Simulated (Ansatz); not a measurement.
One crystal and one scan (energy over volume and axial ratio) at two levels, PBE (plane waves to 420 eV, PAW, scalar-relativistic; Ansatz, a quantum-chemistry and plane-wave program) and r2SCAN (plane waves to 500 eV, PAW, scalar-relativistic; Ansatz), each from its own relaxed cell and on its own mesh.

The crystal is LaAlO3 (cubic perovskite); volume and axial ratio are varied about the relaxed values (subscript 0).

E stands for the smeared free energy. LaAlO3 is run without spin polarisation. LaAlO3 was relaxed with its symmetry unable to fall. This is a high-temperature form of LaAlO3. Both scans cover V/V₀ from 0.920 to 1.080 and (c/a)/(c/a)₀ from 0.880 to 1.120.

```json
[
 {"quantity": "Lattice constant a (Å)", "run 1": "3.812", "run 2": "3.787"},
 {"quantity": "Shear modulus C′ = (C11 − C12)/2 (fit, atoms clamped) (GPa)", "run 1": "101", "run 2": "112"}
]
```

Q: Which run is which level?

A: Run 1 is PBE, run 2 is r2SCAN. PBE gives the higher value for: lattice constant a. PBE gives the lower value for: shear modulus C′. Neither level is exact: the differences show how much the result hangs on the functional.

(Under strain, the slope of the energy per volume gives the stress and its curvature an elastic modulus.)
